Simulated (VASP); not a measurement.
These are PBE GGA, VASP's PBE PAW potentials (set 64) (plane waves; VASP) values and carry that method's errors.

VASP ran on this input.

**INCAR**
```
# general
SYSTEM  = CuInS2
PREC    = Accurate
ENCUT   = 400   # plane-wave cut-off (eV)
LREAL   = .False.   # projection in real space or not
LASPH   = .True.

# electronic loop
EDIFF   = 1E-6   # SCF stop (eV)
NELM    = 100
ALGO    = Normal   # blocked Davidson
LMAXMIX = 4

# smearing
ISMEAR  = 1
SIGMA   = 0.1

# functional
GGA     = PE   # PBE

# ions
IBRION  = 2
NSW     = 60
ISIF    = 3
EDIFFG  = -0.02   # ionic stop

# output
LWAVE   = .False.
LCHARG  = .False.
```

**KPOINTS**
```
K-points
0
gamma
  7 7 7
```

### POSCAR
```
CuInS2
1
   -2.7874422392     2.7874422392     5.6028780883
    2.7874422392    -2.7874422392     5.6028780883
    2.7874422392     2.7874422392    -5.6028780883
In Cu S
2 2 4
Direct
  0.5000000000   0.5000000000   0.0000000000
  0.2500000000   0.7500000000   0.5000000000
  0.0000000000   0.0000000000   0.0000000000
  0.7500000000   0.2500000000   0.5000000000
  0.8750000000   0.9039101890   0.5289101890
  0.0960898110   0.6250000000   0.9710898110
  0.3750000000   0.3460898110   0.4710898110
  0.6539101890   0.1250000000   0.0289101890
```

POTCAR, in this order: In_d Cu S (PBE.64 set). Program: vasp_std.

The resulting files:

File OUTCAR:
```
 ion  position               nearest neighbor table
   1  0.500  0.500  0.000-   5 2.51   6 2.51   8 2.51   7 2.51   2 3.95   2 3.95   2 3.95   2 3.95
  LATTYP: Found a body centered tetragonal cell.
 ALAT       =     5.5748844784
 C/A-ratio  =     2.0100427587
 Subroutine PRICEL returns:
 Original cell was already a primitive cell.
 Subroutine GETGRP returns: Found  8 space group operations
The static configuration has the point symmetry S_4 .
 The point group associated with its full space group is D_2d.
The dynamic configuration has the point symmetry S_4 .
 Subroutine INISYM returns: Found  8 space group operations
 Subroutine IBZKPT returns following result:
 Found     40 irreducible k-points:

 Following reciprocal coordinates:
            Coordinates               Weight
  0.000000  0.000000  0.000000      1.000000
  0.142857  0.000000 -0.000000      8.000000
  0.285714  0.000000 -0.000000      8.000000
  0.428571  0.000000 -0.000000      8.000000
  0.142857  0.142857 -0.000000      8.000000
  0.285714  0.142857 -0.000000     16.000000
  0.428571  0.142857  0.000000     16.000000
 -0.428571  0.142857  0.000000     16.000000
 -0.285714  0.142857  0.000000     16.000000
 -0.142857  0.142857  0.000000      4.000000
  0.285714  0.285714 -0.000000      8.000000
  0.428571  0.285714  0.000000     16.000000
 -0.428571  0.285714  0.000000     16.000000
 -0.285714  0.285714  0.000000      4.000000
  0.428571  0.428571 -0.000000      8.000000
 -0.428571  0.428571  0.000000      4.000000
  0.142857  0.142857  0.142857      8.000000
  0.285714  0.142857  0.142857     16.000000
 -0.142857  0.142857  0.142857      4.000000
  0.285714  0.285714  0.142857      8.000000
  0.428571  0.285714  0.142857      8.000000
 -0.285714  0.285714  0.142857      8.000000
 -0.142857  0.285714  0.142857      8.000000
 -0.428571  0.428571  0.142857      8.000000
 -0.285714  0.428571  0.142857     16.000000
 -0.142857  0.428571  0.142857      8.000000
 -0.428571 -0.428571  0.142857      8.000000
 -0.285714 -0.428571  0.142857     16.000000
 -0.142857 -0.428571  0.142857      8.000000
 -0.285714 -0.285714  0.142857      8.000000
 -0.142857 -0.285714  0.142857      8.000000
 -0.142857 -0.142857  0.142857      2.000000
 -0.285714  0.285714  0.285714      4.000000
 -0.428571  0.428571  0.285714      8.000000
 -0.285714  0.428571  0.285714      8.000000
 -0.428571 -0.428571  0.285714      8.000000
 -0.285714 -0.428571  0.285714      8.000000
 -0.285714 -0.285714  0.285714      2.000000
 -0.428571  0.428571  0.428571      4.000000
 -0.428571 -0.428571  0.428571      2.000000
   k-points           NKPTS =     40   k-points in BZ     NKDIM =     40   number of bands    NBANDS=     43
   number of dos      NEDOS =    301   number of ions     NIONS =      8
   total plane-waves  NPLWV = 110592
   dimension x,y,z NGX =    48 NGY =   48 NGZ =   48
   dimension x,y,z NGXF=    96 NGYF=   96 NGZF=   96
   ions per type =               2   2   4
   PREC   = accura    normal or accurate (medium, high low for compatibility)
   ISTART =      0    job   : 0-new  1-cont  2-samecut
   ICHARG =      2    charge: 1-file 2-atom 10-const
   ISPIN  =      1    spin polarized calculation?
   LNONCOLLINEAR =      F non collinear calculations
   LSORBIT =      F    spin-orbit coupling
   INIWAV =      1    electr: 0-lowe 1-rand  2-diag
   ENCUT  =  400.0 eV  29.40 Ry    5.42 a.u.  11.17 11.17 11.17*2*pi/ulx,y,z
   NELM   =    100;   NELMIN=  2; NELMDL= -5     # of ELM steps
   EDIFF  = 0.1E-05   stopping-criterion for ELM
   LREAL  =      F    real-space projection
   NLSPLINE    = F    spline interpolate recip. space projectors
...
```

File OSZICAR:
```
       N       E                     dE             d eps       ncg     rms          rms(c)
DAV:   1     0.690305226191E+03    0.69031E+03   -0.27501E+04  3440   0.168E+03
DAV:   2     0.775739174960E+02   -0.61273E+03   -0.59866E+03  3452   0.442E+02
DAV:   3    -0.278148414084E+02   -0.10539E+03   -0.10335E+03  4652   0.204E+02
DAV:   4    -0.352781709674E+02   -0.74633E+01   -0.73844E+01  5184   0.563E+01
DAV:   5    -0.354860214425E+02   -0.20785E+00   -0.20734E+00  5320   0.102E+01    0.171E+01
DAV:   6    -0.350089724047E+02    0.47705E+00   -0.41268E+01  5023   0.966E+01    0.116E+01
DAV:   7    -0.328074162317E+02    0.22016E+01   -0.11022E+01  4800   0.816E+01    0.702E+00
DAV:   8    -0.331463757784E+02   -0.33896E+00   -0.45533E+00  5320   0.200E+01    0.420E+00
DAV:   9    -0.330020814609E+02    0.14429E+00   -0.16167E+00  4885   0.207E+01    0.123E+00
DAV:  10    -0.330019842900E+02    0.97171E-04   -0.22081E-01  4792   0.949E+00    0.671E-01
DAV:  11    -0.329978218165E+02    0.41625E-02   -0.50650E-02  5024   0.385E+00    0.235E-01
DAV:  12    -0.329982507322E+02   -0.42892E-03   -0.58043E-03  5224   0.650E-01    0.120E-01
DAV:  13    -0.329982964253E+02   -0.45693E-04   -0.31487E-04  5080   0.114E-01    0.117E-01
DAV:  14    -0.329982989685E+02   -0.25432E-05   -0.23288E-04  4816   0.270E-01    0.127E-02
DAV:  15    -0.329983105487E+02   -0.11580E-04   -0.93042E-05  4776   0.928E-02    0.264E-02
DAV:  16    -0.329983072921E+02    0.32566E-05   -0.10844E-05  4816   0.452E-02    0.191E-02
DAV:  17    -0.329983071148E+02    0.17736E-06   -0.44894E-05  4472   0.114E-01    0.148E-02
DAV:  18    -0.329983058831E+02    0.12317E-05   -0.12381E-05  3824   0.593E-02    0.373E-03
DAV:  19    -0.329983057850E+02    0.98040E-07   -0.11427E-06  2224   0.997E-03
   1 F= -.32998306E+02 E0= -.32998622E+02  d E =-.329983E+02
       N       E                     dE             d eps       ncg     rms          rms(c)
DAV:   1    -0.330083378852E+02   -0.10032E-01   -0.21660E-01  3976   0.731E+00    0.775E-01
DAV:   2    -0.330035015180E+02    0.48364E-02   -0.10425E-01  4040   0.623E+00    0.412E-01
DAV:   3    -0.329991300170E+02    0.43715E-02   -0.30887E-02  4224   0.354E+00    0.174E-01
DAV:   4    -0.329987156547E+02    0.41436E-03   -0.28067E-03  5056   0.538E-01    0.891E-02
DAV:   5    -0.329986629490E+02    0.52706E-04   -0.20840E-04  4938   0.213E-01    0.559E-02
DAV:   6    -0.329986391902E+02    0.23759E-04   -0.62634E-05  5024   0.704E-02    0.331E-02
DAV:   7    -0.329986256590E+02    0.13531E-04   -0.17870E-05  4808   0.674E-02    0.115E-02
DAV:   8    -0.329986256458E+02    0.13116E-07   -0.71809E-06  3933   0.197E-02
   2 F= -.32998626E+02 E0= -.32998952E+02  d E =-.319861E-03
```

OUTCAR:
```
------------------------ aborting loop because EDIFF is reached ----------------------------------------
  FORCE on cell =-STRESS in cart. coord.  units (eV):
  Direction    XX          YY          ZZ          XY          YZ          ZX
  --------------------------------------------------------------------------------------
  Total       -0.0846170     -0.0846170     -0.0287029      0.0000000      0.0000000      0.0000000
  in kB       -0.7759290     -0.7759290     -0.2632026      0.0000000      0.0000000      0.0000000
  external PRESSURE =      -0.6050202 kB  Pullay stress =       0.0000000 kB
  volume of cell :      174.72
      direct lattice vectors                 reciprocal lattice vectors
    -2.790236813  2.790236813  5.610533620     0.000000000  0.179196260  0.089118083
     2.790236813 -2.790236813  5.610533620     0.179196260  0.000000000  0.089118083
     2.790236813  2.790236813 -5.610533620     0.179196260  0.179196260  0.000000000
 POSITION                                       TOTAL-FORCE (eV/Angst)
 -----------------------------------------------------------------------------------
      0.00000      0.00000      5.61053         0.000000     -0.000000     -0.000000
      2.79024      0.00000      2.80527         0.000000     -0.000000      0.000000
      0.00000      5.58047      0.00000         0.000000      0.000000      0.000000
      0.00000      2.79024      2.80527         0.000000     -0.000000      0.000000
      1.55782      1.39512      7.01317         0.009387      0.000000     -0.000000
      4.18536      1.23241     -1.40263         0.000000     -0.009387      0.000000
      1.23241      1.39512      1.40263        -0.009387     -0.000000      0.000000
     -1.39512      1.55782      4.20790         0.000000      0.009387     -0.000000
 -----------------------------------------------------------------------------------
    total drift:                               -0.000021     -0.000021     -0.000019
  FREE ENERGIE OF THE ION-ELECTRON SYSTEM (eV)
  ---------------------------------------------------
  free  energy   TOTEN  =       -32.9986256458 eV

  energy  without entropy=      -32.9996059230  energy(sigma->0) =      -32.99895240

 reached required accuracy - stopping structural energy minimisation
```
(Selected blocks of OUTCAR.)

CONTCAR:
```
CuInS2
   1.00000000000000
    -2.7902368125279491    2.7902368125279491    5.6105336195798152
     2.7902368125279491   -2.7902368125279491    5.6105336195798152
     2.7902368125279491    2.7902368125279491   -5.6105336195798152
  In              Cu              S
     2     2     4
Direct
     0.5000000000000000    0.5000000000000000    0.0000000000000000
     0.2500000000000000    0.7500000000000000    0.5000000000000000
     1.0000000000000000    0.0000000000000000    1.0000000000000000
     0.7500000000000000    0.2500000000000000    0.5000000000000000
     0.8750000000000000    0.9041564106646036    0.5291564106646036
     0.0958435893353964    0.6250000000000000    0.9708435893353964
     0.3750000000000000    0.3458435893353964    0.4708435893353964
     0.6541564106646036    0.1250000000000000    0.0291564106646036
```

The compound is CuInS2 in the chalcopyrite structure. This run relaxes it. Symmetry was kept, so distortions that lower it aren't found. The start is the result of an earlier pass.
